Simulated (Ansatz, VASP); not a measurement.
Given: the input of a run of VASP 6.6.1 on Si.

The input POSCAR:

```
Si
1.0
    0.0000000000      2.7218511865      2.7218511865
    2.7218511865      0.0000000000      2.7218511865
    2.7218511865      2.7218511865      0.0000000000
Si
2
Direct
    0.5000000000      0.5000000000      0.5000000000
    0.7500000000      0.7500000000      0.7500000000
```

The input INCAR.step1:

```
SYSTEM = Si
PREC = Accurate
ENCUT = 520
EDIFF = 1E-5
ISMEAR = -1
SIGMA = 0.05
LREAL = .FALSE.
LASPH = .TRUE.
NELM = 80
ALGO = Normal
ISIF = 2
LWAVE = .TRUE.
LCHARG = .FALSE.
NBANDS = 11
GGA = PE
```

File INCAR.step2:

```
SYSTEM = Si
PREC = Accurate
ENCUT = 520
EDIFF = 1E-6
ISMEAR = -1
SIGMA = 0.05
LREAL = .FALSE.
LASPH = .TRUE.
NELM = 80
ALGO = Normal
ISIF = 2
LWAVE = .FALSE.
LCHARG = .FALSE.
METAGGA = R2SCAN
LHFCALC = .TRUE.
AEXX = 0.5
LMIXTAU = .TRUE.
PRECFOCK = Fast
HFRCUT = -1
NBANDS = 11
ISTART = 1
```

Contents of KPOINTS:

```
regular mesh
0
G
  4 4 4
  0 0 0
```

File KPOINTS_OPT:

```
path GXWKGLUWLK,UX
10
line-mode
reciprocal
 0.0000000000  0.0000000000  0.0000000000  G
 0.5000000000  0.0000000000  0.5000000000  X

 0.5000000000  0.0000000000  0.5000000000  X
 0.5000000000  0.2500000000  0.7500000000  W

 0.5000000000  0.2500000000  0.7500000000  W
 0.3750000000  0.3750000000  0.7500000000  K

 0.3750000000  0.3750000000  0.7500000000  K
 0.0000000000  0.0000000000  0.0000000000  G

 0.0000000000  0.0000000000  0.0000000000  G
 0.5000000000  0.5000000000  0.5000000000  L

 0.5000000000  0.5000000000  0.5000000000  L
 0.6250000000  0.2500000000  0.6250000000  U

 0.6250000000  0.2500000000  0.6250000000  U
 0.5000000000  0.2500000000  0.7500000000  W

 0.5000000000  0.2500000000  0.7500000000  W
 0.5000000000  0.5000000000  0.5000000000  L

 0.5000000000  0.5000000000  0.5000000000  L
 0.3750000000  0.3750000000  0.7500000000  K

 0.6250000000  0.2500000000  0.6250000000  U
 0.5000000000  0.0000000000  0.5000000000  X
```

Potentials or basis: VASP PAW PBE potentials, release 64 (Si).

Launch:

```sh
$ cat potpaw_PBE.64/Si/POTCAR > POTCAR
$ cp INCAR.step1 INCAR
$ mpirun -np 1 vasp_std > vasp.out
$ cp INCAR.step2 INCAR
$ mpirun -np 1 vasp_std > vasp.out
```

Q: Translate it to Ansatz 0.2.0. Potentials there: Ansatz PAW.

A: As run (the cutoff follows the program's own potentials):

input.yaml

```yaml
crystal:
  lattice:
    - [0.0, 2.7218511865, 2.7218511865]
    - [2.7218511865, 0.0, 2.7218511865]
    - [2.7218511865, 2.7218511865, 0.0]
  atoms:
    - { symbol: Si, position: [0.5, 0.5, 0.5] }
    - { symbol: Si, position: [0.75, 0.75, 0.75] }
hamiltonian:
  xc: r2scan50
  pseudopotentials: { kind: paw }
kpoints:
  mp_grid: { grid: [4, 4, 4] }
  band_path:
    path:
      - [[0.0, 0.0, 0.0], [0.5, 0.0, 0.5], [0.5, 0.25, 0.75], [0.375, 0.375, 0.75], [0.0, 0.0, 0.0], [0.5, 0.5, 0.5], [0.625, 0.25, 0.625], [0.5, 0.25, 0.75], [0.5, 0.5, 0.5], [0.375, 0.375, 0.75]]
      - [[0.625, 0.25, 0.625], [0.5, 0.0, 0.5]]
    npoints: 4
scf:
  occupations: { method: fermi_dirac, width: 0.05 }
  n_extra_bands: 6
output:
  forces: true
  stress: true
  eigenvalues: true
  fatbands: false
```

Potentials or basis: Ansatz PAW.

Launch:

```bash
$ ansatz run input.yaml --threads 2 --pin off --max-ram 5632MiB --backend cpu --events-out ev --progress --plain --runs-dir out
```

Both were run:

|  | VASP | Ansatz | Ansatz less VASP |
| --- | --- | --- | --- |
| gap on the k mesh at the Fermi level (eV) | 3.39 | 3.33 | -0.054 |
| least direct gap on the mesh (eV) | 5.56 | 5.52 | -0.044 |
| gap along the band path (eV) | 3.23 | 3.21 | -0.021 |
| pressure (GPa) | -2.3 | -1.4 | +0.89 |

With one functional, cell and mesh, what is left measures potentials, basis and numerics.

Caveats: the k mesh is coarse (spacing up to 0.50 Å⁻¹), so the values aren't converged, least of all with exact exchange; the PAW data sets were made with another functional, which shifts forces and pressure a little (VASP); the mesh misses the band edges, which the band path finds closer together (VASP); the k mesh misses the band edges, so the gap on the mesh is wider than the one along the path (Ansatz); the PAW data sets come from PBE, with cores solved anew for the run's functional, which leaves a small shift of forces and pressure (Ansatz); the thresholds are loose for stress (Ansatz).
